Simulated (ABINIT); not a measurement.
# Ta (Im-3m) in ABINIT: a series of runs

The runs below take Ta through elastic constants, optical spectrum, with PBE, PBEsol.

Program: ABINIT 10.8.3 (patched build). These are calculated values, not measurements. Logs are shortened: lines on timing, memory, paths and dates and some standing lists are left out, and cuts for length are marked. The log counts tension as positive stress, the text compression.

## 1. Starting point

The structure is cubic, space group Im-3m (No. 229). Conventional cell: a = 3.303 Å, b = 3.303 Å, c = 3.303 Å, α = 90.00°, β = 90.00°, γ = 90.00°. Ta (site symmetry m-3m) has 8 Ta at 2.86 Å as nearest neighbours.

## 2. Elastic constants, PBE (cell relaxed at zero pressure by an earlier run)

Input file run.abi:

```
# Datasets
ndtset 2

# Pseudopotentials
pp_dirpath "./"
pseudos "Ta.upf"

# Structure
acell 5.4138319382 5.4138319382 5.4138319382
rprim
    -0.5773502692     0.5773502692     0.5773502692
     0.5773502692    -0.5773502692     0.5773502692
     0.5773502692     0.5773502692    -0.5773502692
ntypat 1
znucl 73
natom 1
typat 1
chkprim 0
chksymtnons 0
tolsym 1.0e-6
xred
            0.0            0.0            0.0

# Plane-wave basis
ecut 29.0
ecutsm 0.5

# k points
ngkpt 16 16 16
nshiftk 1
shiftk 0.0 0.0 0.0

# Exchange and correlation
ixc 11

# Bands and occupations
nband 15
occopt 3
tsmear 0.1 eV

# SCF cycle
nstep 80

# Output
prteig 0
prtebands 0
prtwf 0
prtden 0
prtpot 0

# Dataset 1: ground state
kptopt1 1
tolvrs1 1.0e-15
prtwf1 1
tolwfr1 1.0e-14
nbdbuf1 4
nline1 6

# Dataset 2: response at q = 0 to atomic displacements, strain
rfphon2 1
rfstrs2 3
rfatpol2 1 1
rfdir2 1 1 1
getwfk2 1
kptopt2 2
nqpt2 1
qpt2 0.0 0.0 0.0
tolvrs2 1.0e-8
```

Input file mrgddb.in:

```
merged_DDB
Ta
2
runo_DS1_DDB
runo_DS2_DDB
```

Input file anaddb.abi:

```
ddb_filepath "merged_DDB"
output_file "anaddb.abo"
outdata_prefix "ana"
asr 2
chneut 0
dipdip 0
dieflag 0
enunit 0
elaflag 5
instrflag 1
eivec 1
nph1l 1
qph1l 0.0 0.0 0.0 1.0
```

Potentials or basis: PseudoDojo NC SR PBE v0.4.1 standard.

Run with:

```
$ mpirun --bind-to none -np 4 abinit run.abi > log 2>&1
$ mrgddb < mrgddb.in > mrgddb.log 2>&1
$ anaddb anaddb.abi > anaddb.log 2>&1
```

run.abo:

```text
.Version 10.8.3 of ABINIT
 DATASET    1 : space group Im -3 m (#229); Bravais cI (body-center cubic)
================================================================================
 Values of the parameters that define the memory need for DATASET  1.
     intxc =       0    ionmov =       0      iscf =       7    lmnmax =       8
     lnmax =       8     mgfft =      30  mpssoang =       4    mqgrid =    3001
     natom =       1  nloc_mem =       1    nspden =       1   nspinor =       1
    nsppol =       1      nsym =      48    n1xccc =    2501    ntypat =       1
    occopt =       3   xclevel =       2
       mpw =         941          nfft =       27000          nkpt =         145
================================================================================
================================================================================

 DATASET    2 : space group Im -3 m (#229); Bravais cI (body-center cubic)
================================================================================
 Values of the parameters that define the memory need for DATASET  2 (RF).
     intxc =       0      iscf =       7    lmnmax =       8     lnmax =       8
     mgfft =      30  mpssoang =       4    mqgrid =    3001     natom =       1
  nloc_mem =       1    nspden =       1   nspinor =       1    nsppol =       1
      nsym =      48    n1xccc =    2501    ntypat =       1    occopt =       3
   xclevel =       2
      nfft =       27000          nkpt =        2052
================================================================================
================================================================================

--------------------------------------------------------------------------------
------------- Echo of variables that govern the present computation ------------
--------------------------------------------------------------------------------
 -outvars: echo values of preprocessed input variables --------
            acell      5.4138319382E+00  5.4138319382E+00  5.4138319382E+00 Bohr
              amu      1.80947900E+02
          chkprim           0
      chksymtnons           0
             ecut      2.90000000E+01 Hartree
           ecutsm      5.00000000E-01 Hartree
           getwfk1          0
           getwfk2          1
                       outvar_i_n : Printing only first  50 k-points.
              ixc          11
           jdtset        1    2
                       outvar_i_n : Printing only first  50 k-points.
           kptopt1          1
           kptopt2          2
         kptrlatt       16    0    0      0   16    0      0    0   16
          kptrlen      8.66213110E+01
            natom           1
            nband1         15
            nband2         15
           nbdbuf1          4
           nbdbuf2          2
           ndtset           2
            ngfft          30      30      30
             nkpt1        145
             nkpt2       2052
            nline1          6
            nline2          4
             nqpt1          0
             nqpt2          1
            nstep          80
             nsym          48
           ntypat           1
                       prtocc : prtvol=0, do not print more k-points.
                       prtocc : prtvol=0, do not print more k-points.
           occopt           3
        optdriver1          0
        optdriver2          1
           prtden           0
        prtebands           0
           prteig           0
            prtwf1          1
            prtwf2          0
           rfphon1          0
           rfphon2          1
           rfstrs1          0
           rfstrs2          3
            rprim     -5.7735026920E-01  5.7735026920E-01  5.7735026920E-01
                       5.7735026920E-01 -5.7735026920E-01  5.7735026920E-01
                       5.7735026920E-01  5.7735026920E-01 -5.7735026920E-01
          spgroup         229
           tolsym      1.00000000E-06
           tolvrs1     1.00000000E-15
           tolvrs2     1.00000000E-08
           tolwfr1     1.00000000E-14
           tolwfr2     0.00000000E+00
           tsmear      3.67493222E-03 Hartree
            typat      1
                       outvars : Printing only first  50 k-points.
            znucl       73.00000

================================================================================

 chkinp: Checking input parameters for consistency, jdtset=   1.

 chkinp: Checking input parameters for consistency, jdtset=   2.

================================================================================
== DATASET  1 ==================================================================

--- !DatasetInfo
iteration_state: {dtset: 1, }
dimensions: {natom: 1, nkpt: 145, mband: 15, nsppol: 1, nspinor: 1, nspden: 1, mpw: 941, }
cutoff_energies: {ecut:  29.0, pawecutdg:  -1.0, }
electrons: {nelect:   1.30000000E+01, charge:   0.00000000E+00, occopt:   3.00000000E+00, tsmear:   3.67493222E-03, }
[... 92 lines left out ...]
 Mean square residual over all n,k,spin=   45.847E-16; max=  93.682E-16
 reduced coordinates (array xred) for    1 atoms
       0.000000000000      0.000000000000      0.000000000000
 rms dE/dt=  0.0000E+00; max dE/dt=  0.0000E+00; dE/dt below (all hartree)
    1       0.000000000000      0.000000000000      0.000000000000

 cartesian coordinates (angstrom) at end:
    1      0.00000000000000     0.00000000000000     0.00000000000000

 cartesian forces (hartree/bohr) at end:
    1     -0.00000000000000    -0.00000000000000    -0.00000000000000
 frms,max,avg= 0.0000000E+00 0.0000000E+00   0.000E+00  0.000E+00  0.000E+00 h/b

 cartesian forces (eV/Angstrom) at end:
    1     -0.00000000000000    -0.00000000000000    -0.00000000000000
 frms,max,avg= 0.0000000E+00 0.0000000E+00   0.000E+00  0.000E+00  0.000E+00 e/A
 length scales=  5.413831938200  5.413831938200  5.413831938200 bohr
              =  2.864876483411  2.864876483411  2.864876483411 angstroms
 Fermi (or HOMO) energy (hartree) =   0.49694   Average Vxc (hartree)=  -0.48032
 Eigenvalues (hartree) for nkpt= 145  k points:
 kpt#   1, nband= 15, wtk=  0.00024, kpt=  0.0000  0.0000  0.0000 (reduced coord)
  -1.97116   -0.71874   -0.71874   -0.71874    0.20680    0.52385    0.52385    0.52385
   0.64361    0.64361    1.03250    1.03250    1.03250    1.44483    1.44483
      occupation numbers for kpt#   1
   2.00000    2.00000    2.00000    2.00000    2.00000    0.00132    0.00132    0.00132
   0.00000    0.00000    0.00000    0.00000    0.00000    0.00000    0.00000
 prteigrs : prtvol=0 or 1, do not print more k-points.

--- !EnergyTerms
iteration_state     : {dtset: 1, }
comment             : Components of total free energy in Hartree
kinetic             :  1.71518502444060E+01
hartree             :  7.35390150605506E+00
xc                  : -1.48062606966035E+01
Ewald energy        : -4.91917741851713E+01
psp_core            :  2.30798684916778E+00
local_psp           : -3.25667835608334E+01
non_local_psp       :  4.64844431851549E+00
internal            : -6.51026355244638E+01
'-kT*entropy'       : -1.68919499599674E-03
total_energy        : -6.51043247194598E+01
total_energy_eV     : -1.77157892622499E+03
band_energy         : -6.25727497717258E+00
...

 Cartesian components of stress tensor (hartree/bohr^3)
  sigma(1 1)= -7.91329138E-05  sigma(3 2)=  0.00000000E+00
  sigma(2 2)= -7.91329138E-05  sigma(3 1)=  0.00000000E+00
  sigma(3 3)= -7.91329138E-05  sigma(2 1)=  0.00000000E+00

-Cartesian components of stress tensor (GPa)         [Pressure=  2.3282E+00 GPa]
- sigma(1 1)= -2.32817070E+00  sigma(3 2)=  0.00000000E+00
- sigma(2 2)= -2.32817070E+00  sigma(3 1)=  0.00000000E+00
- sigma(3 3)= -2.32817070E+00  sigma(2 1)=  0.00000000E+00

================================================================================
== DATASET  2 ==================================================================

--- !DatasetInfo
iteration_state: {dtset: 2, }
dimensions: {natom: 1, nkpt: 2052, mband: 15, nsppol: 1, nspinor: 1, nspden: 1, mpw: 941, }
cutoff_energies: {ecut:  29.0, pawecutdg:  -1.0, }
electrons: {nelect:   1.30000000E+01, charge:   0.00000000E+00, occopt:   3.00000000E+00, tsmear:   3.67493222E-03, }
meta: {optdriver: 1, rfphon: 1, rfstrs: 3, }
...

 mkfilename : getwfk/=0, take file _WFK from output of DATASET   1.

 Exchange-correlation functional for the present dataset will be:
  GGA: Perdew-Burke-Ernzerhof functional - ixc=11
  J.P.Perdew, K.Burke, M.Ernzerhof, PRL 77, 3865 (1996)

 Real(R)+Recip(G) space primitive vectors, cartesian coordinates (Bohr,Bohr^-1):
 R(1)= -3.1256773  3.1256773  3.1256773  G(1)=  0.0000000  0.1599653  0.1599653
 R(2)=  3.1256773 -3.1256773  3.1256773  G(2)=  0.1599653  0.0000000  0.1599653
 R(3)=  3.1256773  3.1256773 -3.1256773  G(3)=  0.1599653  0.1599653  0.0000000
 Unit cell volume ucvol=  1.2214970E+02 bohr^3
 Angles (23,13,12)=  1.09471221E+02  1.09471221E+02  1.09471221E+02 degrees
 setup1 : take into account q-point for computing boxcut.

 getcut: wavevector=  0.0000  0.0000  0.0000  ngfft=  30  30  30
         ecut(hartree)=     29.000   => boxcut(ratio)=   2.28587

 getcut : COMMENT -
  Note that boxcut > 2.2 ; recall that boxcut=Gcut(box)/Gcut(sphere) = 2
  is sufficient for exact treatment of convolution.
  Such a large boxcut is a waste : you could raise ecut
  e.g. ecut=   37.882857 Hartrees makes boxcut=2

--------------------------------------------------------------------------------

 symkchk : k-point set has full space-group symmetry.

 ==>  initialize data related to q vector <==

 The list of irreducible perturbations for this q vector is:
    1)    idir= 1    ipert=   1
    2)    idir= 1    ipert=   4
    3)    idir= 2    ipert=   4
    4)    idir= 3    ipert=   4
    5)    idir= 1    ipert=   5
    6)    idir= 2    ipert=   5
    7)    idir= 3    ipert=   5

================================================================================

 The perturbation idir=   2  ipert=   1 is
 symmetric of a previously calculated perturbation.
 So, its SCF calculation is not needed.

 The perturbation idir=   3  ipert=   1 is
 symmetric of a previously calculated perturbation.
 So, its SCF calculation is not needed.

--------------------------------------------------------------------------------
 Perturbation wavevector (in red.coord.)   0.000000  0.000000  0.000000
 Perturbation : displacement of atom   1   along direction   1
 Found     6 symmetries that leave the perturbation invariant.
 symkpt : the number of k-points, thanks to the symmetries,
 is reduced to   417 .

--------------------------------------------------------------------------------
[... 275 lines left out ...]
 2DEtotal=    0.3052460431E+00 Ha. Also 2DEtotal=    0.830616797810E+01 eV
    (2DErelax=   -2.5753224760E+01 Ha. 2DEnonrelax=    2.6058470804E+01 Ha)
    (  non-var. 2DEtotal :    3.0524604560E-01 Ha)

================================================================================

 ---- first-order wavefunction calculations are completed ----

 ==> Compute Derivative Database <==

  Dynamical matrix, in cartesian coordinates,
   if specified in the inputs, asr has been imposed
     j1       j2             matrix element
  dir pert dir pert     real part    imaginary part

  Rigid-atom elastic tensor , in cartesian coordinates,
     j1       j2             matrix element
  dir pert dir pert     real part    imaginary part

   1    4   1    4         0.0090084184         0.0000000000
   1    4   2    4         0.0056927423         0.0000000000
   1    4   3    4         0.0056927388         0.0000000000
[... 11 lines left out ...]
   2    5   2    5         0.0024989539         0.0000000000

   3    5   3    5         0.0024989503         0.0000000000

  Internal strain coupling parameters, in cartesian coordinates,
   zero average net force deriv. has been imposed
     j1       j2             matrix element
  dir pert dir pert     real part    imaginary part

  Phonon wavevector (reduced coordinates) :  0.00000  0.00000  0.00000
 Phonon energies in Hartree :
   0.000000E+00  0.000000E+00  0.000000E+00
 Phonon frequencies in cm-1    :
   0.000000E+00  0.000000E+00  0.000000E+00

== END DATASET(S) ==============================================================
================================================================================

 -outvars: echo values of variables after computation  --------
            acell      5.4138319382E+00  5.4138319382E+00  5.4138319382E+00 Bohr
           etotal1    -6.5104324719E+01
           etotal2     3.0524604307E-01
            fcart1    -0.0000000000E+00 -0.0000000000E+00 -0.0000000000E+00
            fcart2     0.0000000000E+00  0.0000000000E+00  0.0000000000E+00
            rprim     -5.7735026920E-01  5.7735026920E-01  5.7735026920E-01
                       5.7735026920E-01 -5.7735026920E-01  5.7735026920E-01
                       5.7735026920E-01  5.7735026920E-01 -5.7735026920E-01
           strten1    -7.9132913815E-05 -7.9132913815E-05 -7.9132913815E-05
                       0.0000000000E+00  0.0000000000E+00  0.0000000000E+00
           strten2     0.0000000000E+00  0.0000000000E+00  0.0000000000E+00
                       0.0000000000E+00  0.0000000000E+00  0.0000000000E+00
 Calculation completed.
```

Run time: 6.1 min. Hardware: 4 MPI ranks of Intel Xeon Platinum 8488C (Sapphire Rapids), shared host; peak memory 0.72 GiB.

What came out:

| Property | Result |
| --- | --- |
| Free energy | -1771.5789 eV |
| Pressure | 2.3 GPa |
| Band gap on the k mesh | none (metal or under the smearing width) |

Caveat: the cell is under stress, which shifts elastic constants; the mesh is coarse for a metal's response.

(Part 1 of 2 ends here.)
